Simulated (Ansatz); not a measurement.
## W3C: computed properties

These are results of Ansatz, DFT PBE, scalar-relativistic, plane waves, PAW, not measurements.

Settings: cutoff 420 eV, Γ-centred mesh 12×12×10 on the computed 4-atom cell, Gaussian smearing of 0.10 eV; no spin polarisation.

The structure is relaxed at this level of theory with its symmetry kept, and needn't be the ground state of this composition.

Space group P6/mmm (No. 191), hexagonal, a = 4.277 Å, c = 3.990 Å. W on a site of symmetry 6/mmm has 2 C at 1.99 Å and 12 W at 3.17 Å; around W on a site of symmetry -6m2 lie 3 C at 2.47 Å, 3 W at 2.47 Å and 6 W at 3.17 Å; C has 2 W at 1.99 Å and 6 W at 2.47 Å.

| Quantity | Value |
| --- | --- |
| Volume per atom | 15.80 Å³ |
| Formation energy from the elements' standard states (uncorrected) | +1.407 eV/atom |
| Kohn–Sham band gap | none (metal) |
| Density of states at the Fermi level | 5.0 states/eV per cell |
| Orbital (Löwdin) character within 0.5 eV of the Fermi level | W 5d 90 % |
| Bader charge by site (e) | W (1 in the cell) 0.75, W (2 in the cell) 0.34, C (1 in the cell) -1.44 |

Spin-orbit coupling is left out, which matters for the bands of heavy elements. Spin polarisation was left out, and a magnetic state may lie lower.

Another cell of W3C relaxed alike, in Pm-3m, lies 269 meV/atom lower, so this cell isn't the stable form at this level.

The cell was found from a structure generator's guess, not taken from experiment. Löwdin shares on free-atom orbitals overweight diffuse shells.
